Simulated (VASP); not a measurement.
# CoO (P-6m2) in VASP: a series of runs

Runs on CoO. Level: LDA+U. Tasks: single point.

All numbers are computed with VASP 6.6.1; they aren't measurements. Logs are shortened: lines on timing, memory, paths and dates and some standing lists are left out, and cuts for length are marked.

## (1) The structure

It takes space group P-6m2 (No. 187, hexagonal). The conventional cell has a = 2.856 Å, b = 2.856 Å, c = 2.788 Å, α = 90.00°, β = 90.00°, γ = 120.00°. Co (site symmetry -6m2) is surrounded by 6 O at 2.16 Å. O (site symmetry -6m2) is surrounded by 6 Co at 2.16 Å.

Measurements of this composition are mostly on another form, of space group No. 225.

## (2) Single point, LDA+U, collinear spin, ferrimagnetic start

INCAR

```
SYSTEM = CoO
PREC = Accurate
ENCUT = 520
EDIFF = 1E-6
ISMEAR = 0
SIGMA = 0.05
LREAL = .False.
LASPH = .True.
NELM = 150
ALGO = Fast
ISIF = 2
LWAVE = .False.
LCHARG = .False.
ISPIN = 2
MAGMOM = 2 -1 0 0
LORBIT = 11
LMAXMIX = 4
LDAU = .True.
LDAUTYPE = 2
LDAUL = 2 -1
LDAUU = 7 0
LDAUJ = 0 0
LDAUPRINT = 1
GGA = CA
NBANDS = 27
```

KPOINTS

```
Automatic mesh
0
Gamma
  8 8 4
  0 0 0
```

POSCAR

```
CoO
1.0
    2.8562992300      0.0000000000      0.0000000000
   -1.4281496100      2.4736276900      0.0000000000
    0.0000000000      0.0000000000      5.5752130600
Co O
2 2
Direct
    0.0000000000      0.0000000000      0.0000000000
    0.0000000000      0.0000000000      0.5000000000
    0.6666666667      0.3333333333      0.2500000000
    0.6666666667      0.3333333333      0.7500000000
```

Potentials or basis: VASP PAW LDA potentials, release 64 (Co, O).

Started as:

```
cat potpaw_LDA.64/Co/POTCAR potpaw_LDA.64/O/POTCAR > POTCAR
mpirun -np 1 vasp_std > vasp.out
```

OUTCAR:

```text
SYSTEM = CoO
   PREC = Accurate
   ENCUT = 520
   EDIFF = 1E-6
   ISMEAR = 0
   LREAL = .False.
   LASPH = .True.
   NELM = 150
   ISIF = 2
   ISPIN = 2
   LORBIT = 11
   GGA = CA

 ion  position               nearest neighbor table
   1  0.000  0.000  0.000-   3 2.16   4 2.16   3 2.16   4 2.16   3 2.16   4 2.16   2 2.79   2 2.79

   2  0.000  0.000  0.500-   3 2.16   4 2.16   3 2.16   4 2.16   3 2.16   4 2.16   1 2.79   1 2.79

   3  0.667  0.333  0.250-   1 2.16   2 2.16   1 2.16   2 2.16   1 2.16   2 2.16
   4  0.667  0.333  0.750-   1 2.16   2 2.16   1 2.16   2 2.16   1 2.16   2 2.16

  LATTYP: Found a hexagonal cell.
 ALAT       =     2.8562992300
 C/A-ratio  =     1.9519009078

  Lattice vectors:

 A1 = (   2.8562992300,   0.0000000000,   0.0000000000)
 A2 = (  -1.4281496100,   2.4736276900,   0.0000000000)
 A3 = (   0.0000000000,   0.0000000000,   5.5752130600)

Analysis of symmetry for initial positions (statically):
=====================================================================
 Subroutine PRICEL returns following result:

  LATTYP: Found a hexagonal cell.
 ALAT       =     2.8562992300
 C/A-ratio  =     0.9759504539

  Lattice vectors:

 A1 = (   2.8562992300,   0.0000000000,   0.0000000000)
 A2 = (  -1.4281496100,   2.4736276900,   0.0000000000)
 A3 = (   0.0000000000,   0.0000000000,   2.7876065300)

   2 primitive cells build up your supercell.

 Routine SETGRP: Setting up the symmetry group for a
 hexagonal supercell.

 Subroutine GETGRP returns: Found 12 space group operations
 (whereof 12 operations were pure point group operations)
 out of a pool of 24 trial point group operations.

The static configuration has the point symmetry D_3h.

Analysis of symmetry for dynamics (positions and initial velocities):
=====================================================================
 Subroutine PRICEL returns following result:

  LATTYP: Found a hexagonal cell.
 ALAT       =     2.8562992300
 C/A-ratio  =     0.9759504539

  Lattice vectors:

 A1 = (   2.8562992300,   0.0000000000,   0.0000000000)
 A2 = (  -1.4281496100,   2.4736276900,   0.0000000000)
 A3 = (   0.0000000000,   0.0000000000,   2.7876065300)

   2 primitive cells build up your supercell.

 Routine SETGRP: Setting up the symmetry group for a
 hexagonal supercell.

 Subroutine GETGRP returns: Found 12 space group operations
 (whereof 12 operations were pure point group operations)
 out of a pool of 24 trial point group operations.

The dynamic configuration has the point symmetry D_3h.

Analysis of structural, dynamic, and magnetic symmetry:
=====================================================================
 Subroutine PRICEL returns:
 Original cell was already a primitive cell.

 Routine SETGRP: Setting up the symmetry group for a
 hexagonal supercell.

 Subroutine GETGRP returns: Found 12 space group operations
 (whereof 12 operations were pure point group operations)
 out of a pool of 24 trial point group operations.

The overall configuration has the point symmetry D_3h.

 Subroutine INISYM returns: Found 12 space group operations
[... 157 lines left out ...]
  0.0000 -0.0000 -0.0000  0.0000  0.9799

spin component  2

  0.5435  0.0000 -0.0000  0.0000  0.0000
  0.0000  0.0991  0.0000  0.0000 -0.0000
 -0.0000  0.0000  0.9739  0.0000 -0.0000
  0.0000  0.0000  0.0000  0.0991 -0.0000
  0.0000 -0.0000 -0.0000 -0.0000  0.5435

 occupancies and eigenvectors

  o =  0.0991  v =  0.0000  0.0000  0.0000  0.0000  0.0000  0.0000 -0.9010  0.0000  0.4337 -0.0000      0.0000  0.0000  0.0000  0.0000  0.0000  0.0000  0.0000  0.0000  0.0000  0.0000
  o =  0.0991  v =  0.0000  0.0000  0.0000  0.0000  0.0000  0.0000 -0.4337  0.0000 -0.9010 -0.0000      0.0000  0.0000  0.0000  0.0000  0.0000  0.0000  0.0000  0.0000  0.0000  0.0000
  o =  0.5435  v =  0.0000  0.0000  0.0000  0.0000  0.0000  0.2434 -0.0000  0.0000  0.0000  0.9699      0.0000  0.0000  0.0000  0.0000  0.0000  0.0000  0.0000  0.0000  0.0000  0.0000
  o =  0.5435  v =  0.0000  0.0000  0.0000  0.0000  0.0000 -0.9699 -0.0000 -0.0000  0.0000  0.2434      0.0000  0.0000  0.0000  0.0000  0.0000  0.0000  0.0000  0.0000  0.0000  0.0000
  o =  0.9739  v =  0.0000  0.0000  0.0000  0.0000  0.0000 -0.0000  0.0000  1.0000  0.0000 -0.0000      0.0000  0.0000  0.0000  0.0000  0.0000  0.0000  0.0000  0.0000  0.0000  0.0000
  o =  0.9779  v = -0.0000 -0.0000 -1.0000 -0.0000 -0.0000  0.0000  0.0000  0.0000  0.0000  0.0000      0.0000  0.0000  0.0000  0.0000  0.0000  0.0000  0.0000  0.0000  0.0000  0.0000
  o =  0.9799  v =  0.5844  0.0000  0.0000  0.0000 -0.8115  0.0000  0.0000  0.0000  0.0000  0.0000      0.0000  0.0000  0.0000  0.0000  0.0000  0.0000  0.0000  0.0000  0.0000  0.0000
  o =  0.9799  v = -0.8115  0.0000  0.0000  0.0000 -0.5844  0.0000  0.0000  0.0000  0.0000  0.0000      0.0000  0.0000  0.0000  0.0000  0.0000  0.0000  0.0000  0.0000  0.0000  0.0000
  o =  1.0057  v =  0.0000 -0.9010  0.0000  0.4337 -0.0000  0.0000  0.0000  0.0000  0.0000  0.0000      0.0000  0.0000  0.0000  0.0000  0.0000  0.0000  0.0000  0.0000  0.0000  0.0000
  o =  1.0057  v = -0.0000  0.4337 -0.0000  0.9010  0.0000  0.0000  0.0000  0.0000  0.0000  0.0000      0.0000  0.0000  0.0000  0.0000  0.0000  0.0000  0.0000  0.0000  0.0000  0.0000

atom =   2  type =  1  l = 2

 onsite density matrix

spin component  1

  0.5435  0.0000 -0.0000 -0.0000  0.0000
  0.0000  0.0991 -0.0000  0.0000  0.0000
 -0.0000 -0.0000  0.9738  0.0000 -0.0000
 -0.0000  0.0000  0.0000  0.0991 -0.0000
  0.0000  0.0000 -0.0000 -0.0000  0.5435

spin component  2

  0.9798 -0.0000 -0.0000  0.0000  0.0000
 -0.0000  1.0058  0.0000  0.0000 -0.0000
 -0.0000  0.0000  0.9780 -0.0000 -0.0000
  0.0000  0.0000 -0.0000  1.0058  0.0000
  0.0000 -0.0000 -0.0000  0.0000  0.9798

 occupancies and eigenvectors

  o =  0.0991  v = -0.0000  0.9010  0.0000 -0.4337  0.0000  0.0000  0.0000  0.0000  0.0000  0.0000      0.0000  0.0000  0.0000  0.0000  0.0000  0.0000  0.0000  0.0000  0.0000  0.0000
  o =  0.0991  v = -0.0000 -0.4337  0.0000 -0.9010  0.0000  0.0000  0.0000  0.0000  0.0000  0.0000      0.0000  0.0000  0.0000  0.0000  0.0000  0.0000  0.0000  0.0000  0.0000  0.0000
  o =  0.5435  v = -0.0085  0.0000 -0.0000 -0.0000 -1.0000  0.0000  0.0000  0.0000  0.0000  0.0000      0.0000  0.0000  0.0000  0.0000  0.0000  0.0000  0.0000  0.0000  0.0000  0.0000
  o =  0.5435  v = -1.0000 -0.0000 -0.0000  0.0000  0.0085  0.0000  0.0000  0.0000  0.0000  0.0000      0.0000  0.0000  0.0000  0.0000  0.0000  0.0000  0.0000  0.0000  0.0000  0.0000
  o =  0.9738  v = -0.0000 -0.0000  1.0000  0.0000 -0.0000  0.0000  0.0000  0.0000  0.0000  0.0000      0.0000  0.0000  0.0000  0.0000  0.0000  0.0000  0.0000  0.0000  0.0000  0.0000
  o =  0.9780  v =  0.0000  0.0000  0.0000  0.0000  0.0000  0.0000 -0.0000  1.0000  0.0000  0.0000      0.0000  0.0000  0.0000  0.0000  0.0000  0.0000  0.0000  0.0000  0.0000  0.0000
  o =  0.9798  v =  0.0000  0.0000  0.0000  0.0000  0.0000  0.7411 -0.0000 -0.0000 -0.0000 -0.6714      0.0000  0.0000  0.0000  0.0000  0.0000  0.0000  0.0000  0.0000  0.0000  0.0000
  o =  0.9798  v =  0.0000  0.0000  0.0000  0.0000  0.0000  0.6714  0.0000 -0.0000 -0.0000  0.7411      0.0000  0.0000  0.0000  0.0000  0.0000  0.0000  0.0000  0.0000  0.0000  0.0000
  o =  1.0058  v =  0.0000  0.0000  0.0000  0.0000  0.0000  0.0000 -0.9010 -0.0000  0.4337  0.0000      0.0000  0.0000  0.0000  0.0000  0.0000  0.0000  0.0000  0.0000  0.0000  0.0000
  o =  1.0058  v =  0.0000  0.0000  0.0000  0.0000  0.0000 -0.0000  0.4337  0.0000  0.9010 -0.0000      0.0000  0.0000  0.0000  0.0000  0.0000  0.0000  0.0000  0.0000  0.0000  0.0000

 number of electron      29.9999985 magnetization      -0.0004357

 Free energy of the ion-electron system (eV)
  ---------------------------------------------------
  ext. energy  EPLUGINS =         0.00000000
  ---------------------------------------------------
  free energy    TOTEN  =       -22.44897134 eV

  energy without entropy =      -22.44587956  energy(sigma->0) =      -22.44742545

 E-fermi :   6.9248     XC(G=0): -12.7691

 val. band max:        6.8231416673   @ k =   0.1250   0.0000   0.2500
 cond. band min:       6.9331135812   @ k =   0.2500   0.1250   0.0000
 fundamental gap:      0.1099719139
 Fermi energy:         6.9248480999

 spin component 1

 k-point     1 :       0.0000    0.0000    0.0000
  band No.  band energies     occupation
      1     -12.0832      1.00000
      2     -11.0519      1.00000
      3      -1.2886      1.00000
      4       0.3727      1.00000
      5       0.3727      1.00000
      6       0.3766      1.00000
[... 1433 lines left out ...]
     26      22.5733      0.00000
     27      22.6353      0.00000

 [... further k-points ...]

------------------------ aborting loop because EDIFF is reached ----------------------------------------

  FORCE on cell =-STRESS in cart. coord.  units (eV):
  Direction    XX          YY          ZZ          XY          YZ          ZX
  --------------------------------------------------------------------------------------
  -------------------------------------------------------------------------------------
  Total       -4.7758496     -4.7758496     -7.8214225     -0.0000000     -0.0000000      0.0000000
  in kB     -194.2503106   -194.2503099   -318.1242852     -0.0000004     -0.0000000      0.0000000
  external PRESSURE =    -235.5416352 kB  Pullay stress =       0.0000000 kB

 VOLUME and BASIS-vectors are now :
 -----------------------------------------------------------------------------
  energy-cutoff  :      520.00
  volume of cell :       39.39
      direct lattice vectors                 reciprocal lattice vectors
     2.856299230  0.000000000  0.000000000     0.350103375  0.202132277  0.000000000
    -1.428149610  2.473627690  0.000000000     0.000000000  0.404264556  0.000000000
     0.000000000  0.000000000  5.575213060     0.000000000  0.000000000  0.179365342

 POSITION                                       TOTAL-FORCE (eV/Angst)
 -----------------------------------------------------------------------------------
      0.00000      0.00000      0.00000        -0.000000      0.000000      0.000000
      0.00000      0.00000      2.78761        -0.000000      0.000000      0.000000
      1.42815      0.82454      1.39380         0.000000     -0.000000      0.000831
      1.42815      0.82454      4.18141         0.000000     -0.000000     -0.000831
 -----------------------------------------------------------------------------------
    total drift:                               -0.000000      0.000000      0.000000

  FREE ENERGIE OF THE ION-ELECTRON SYSTEM (eV)
  ---------------------------------------------------
  free  energy   TOTEN  =       -22.4489713406 eV

  energy  without entropy=      -22.4458795643  energy(sigma->0) =      -22.44742545

 total charge

# of ion       s       p       d       tot
------------------------------------------
    1        0.307   0.369   7.181   7.857
    2        0.307   0.369   7.182   7.858
    3        1.549   3.382   0.000   4.931
    4        1.549   3.382   0.000   4.931
--------------------------------------------------
tot          3.712   7.502  14.363  25.577

 magnetization (x)

# of ion       s       p       d       tot
------------------------------------------
    1        0.009   0.001   2.687   2.697
    2       -0.009  -0.001  -2.686  -2.696
    3        0.000  -0.000   0.000   0.000
    4        0.000  -0.000   0.000   0.000
--------------------------------------------------
tot         -0.000   0.000   0.001   0.001
```

Wall time 70 s (1 thread of Intel Xeon Platinum 8488C (Sapphire Rapids), shared host); peak memory 0.17 GiB.

Results:

| Item | Value |
| --- | --- |
| Free energy | -22.4490 eV |
| Pressure | -23.6 GPa |
| Band gap on the k mesh | none (metal or under the smearing width) |
| Net moment | 0.00 μB per cell |
| Site moments | Co +2.70, -2.70; O +0.00 μB |
| Valence electrons inside the program's atomic spheres | Co 7.86; O 4.93 |

Eigenvalues of the final occupation matrices:
| site | spin | trace | eigenvalues |
| --- | --- | --- | --- |
| site 1 d | 1 | 4.95 | 0.98 0.98 0.98 1.01 1.01 |
| site 1 d | 2 | 2.26 | 0.10 0.10 0.54 0.54 0.97 |
| site 2 d | 1 | 2.26 | 0.10 0.10 0.54 0.54 0.97 |
| site 2 d | 2 | 4.95 | 0.98 0.98 0.98 1.01 1.01 |

## (3) Single point, LDA+U, collinear spin, random start

This run uses another cell than the first one: it holds 2 atoms, not 4.

INCAR

```
SYSTEM = CoO
PREC = Accurate ; ENCUT = 520
EDIFF = 1E-6 ; ISMEAR = 0
SIGMA = 0.05 ; LREAL = .False.
LASPH = .True. ; NELM = 120
ALGO = Fast ; ISIF = 2
LWAVE = .False. ; LCHARG = .False.
ISPIN = 2 ; MAGMOM = -1.95 0
LORBIT = 11 ; LMAXMIX = 4
LDAU = .True. ; LDAUTYPE = 2
LDAUL = 2 -1 ; LDAUU = 7 0
LDAUJ = 0 0 ; LDAUPRINT = 1
GGA = CA
```

KPOINTS

```
regular mesh
0
Gamma
  8 8 7
  0 0 0
```

POSCAR

```
CoO
1.0
    2.8562992300      0.0000000000      0.0000000000
   -1.4281496100      2.4736276900      0.0000000000
    0.0000000000      0.0000000000      2.7876065300
Co O
1 1
Direct
    0.0000000000      0.0000000000      0.0000000000
    0.6666666667      0.3333333333      0.5000000000
```

Potentials or basis: VASP PAW LDA potentials, release 64 (Co, O).

Started as:

```
cat potpaw_LDA.64/Co/POTCAR potpaw_LDA.64/O/POTCAR > POTCAR
mpirun -np 1 vasp_std > vasp.out
```

Wall time 13 s (1 thread of Intel Xeon Platinum 8488C (Sapphire Rapids), shared host); peak memory 0.14 GiB.

The run converged. Its results:

- Free energy: -11.1665 eV
- Pressure: -22.2 GPa
- Band gap on the k mesh: none (metal or under the smearing width)
- Net moment: -3.00 μB per cell
- Site moments: Co -2.77; O -0.23 μB
- Valence electrons inside the program's atomic spheres: Co 7.84; O 4.94

Stress tensor (GPa, compression positive):
```
-17.50   0.00   0.00
  0.00 -17.50   0.00
  0.00   0.00 -31.62
```

Levels at points of the mesh, in eV from the Fermi level:
Spin up:
| k point | band 3 | band 4 | band 5 | band 6 | band 7 | band 8 | band 9 | band 10 |
| --- | --- | --- | --- | --- | --- | --- | --- | --- |
| (0.00, 0.00, 0.00) | -2.93 | -2.93 | -2.24 | 1.06 | 1.06 | 1.58 | 3.29 | 3.29 |
| (0.50, 0.00, 0.00) | -3.86 | -2.40 | -2.39 | -0.38 | 0.39 | 3.10 | 4.04 | 6.20 |
Spin down:
| k point | band 6 | band 7 | band 8 | band 9 | band 10 | band 11 | band 12 |
| --- | --- | --- | --- | --- | --- | --- | --- |
| (0.00, 0.00, 0.00) | -6.16 | -2.67 | -1.08 | -1.08 | 1.04 | 13.20 | 15.97 |
| (0.50, 0.00, 0.00) | -5.55 | -4.07 | -2.58 | -0.99 | 5.66 | 8.80 | 13.42 |

Eigenvalues of the final occupation matrices:
```
    site  spin  trace               eigenvalues
site 1 d     1   2.21  0.09 0.09 0.53 0.53 0.97
site 1 d     2   4.97  0.98 0.98 0.98 1.01 1.01
```

Caveat: a cell with one magnetic atom can't hold antiferromagnetic order, which such compounds often take. The state reached can hang on the start; a lower one may exist.

## (4) Single point, LDA+U, collinear spin, ferromagnetic start

This run uses another cell than the first one: it holds 2 atoms, not 4.

INCAR

```
  PREC = Accurate
  ENCUT = 520
  EDIFF = 1E-6
  ISMEAR = 0
  SIGMA = 0.05
  LREAL = F
  LASPH = T
  NELM = 150
  ALGO = Fast
  ISIF = 2
  LWAVE = F
  LCHARG = F
  ISPIN = 2
  MAGMOM = 2 0
  LORBIT = 11
  NUPDOWN = 0
  LMAXMIX = 4
  LDAU = T
  LDAUTYPE = 2
  LDAUL = 2 -1
  LDAUU = 7 0
  LDAUJ = 0 0
  LDAUPRINT = 1
  GGA = CA
```

KPOINTS

```
Automatic mesh
0
Gamma
  8 8 7
```

POSCAR is that of step 3.

Started as:

```
cat potpaw_LDA.64/Co/POTCAR potpaw_LDA.64/O/POTCAR > POTCAR
mpirun -np 1 vasp_std > vasp.out
```

It took 17 s on 1 thread of Intel Xeon Platinum 8488C (Sapphire Rapids), shared host; peak memory 0.13 GiB.

Results (log left out):

```
Free energy                                           : -9.0409 eV
Pressure                                              : -25.5 GPa
Net moment                                            : 0.00 μB per cell
Site moments                                          : Co +0.12; O -0.10 μB
Valence electrons inside the program's atomic spheres : Co 7.92; O 4.90
```

Stress tensor (GPa, compression positive):
```
-19.12   0.00   0.00
  0.00 -19.12   0.00
  0.00   0.00 -38.25
```

Eigenvalues of the final occupation matrices:
```tsv
site	spin	trace	eigenvalues
site 1 d	1	3.71	0.39 0.39 0.97 0.98 0.98
site 1 d	2	3.59	0.31 0.31 0.96 1.00 1.00
```

Caveat: the moment is held away from its start; the total moment is fixed, so each spin has its own Fermi level.

## (5) The runs side by side

```tsv
spin	fixed moment (μB)	k mesh	supercell matrix	further INCAR settings	gap on the mesh (eV)	pressure (GPa)	moment (μB)
collinear, ferrimagnetic start	-	8 × 8 × 4	[1, 0, 0, 0, 1, 0, 0, 0, 2]	ALGO = Fast; EDIFF = 1e-06; NBANDS = 27	none	-23.6	0.00
collinear, random start	-	8 × 8 × 7	-	ALGO = Fast; EDIFF = 1e-06	none	-22.2	3.00
collinear, ferromagnetic start	0	8 × 8 × 7	-	ALGO = Fast; EDIFF = 1e-06	-	-25.5	0.00
```

Alike in all rows: task single point; level LDA+U; potentials or basis VASP PAW LDA potentials, release 64 (Co, O); Co d U = 7 eV; cell as given; cutoff (eV) 520; smearing gaussian 0.05 eV.

Caveats: a cell with one magnetic atom can't hold antiferromagnetic order, which such compounds often take (some runs); the moment is held away from its start (some runs); the total moment is fixed, so each spin has its own Fermi level (some runs).

Total energies depend on the potentials used, so only differences within one code and one set of settings carry meaning.
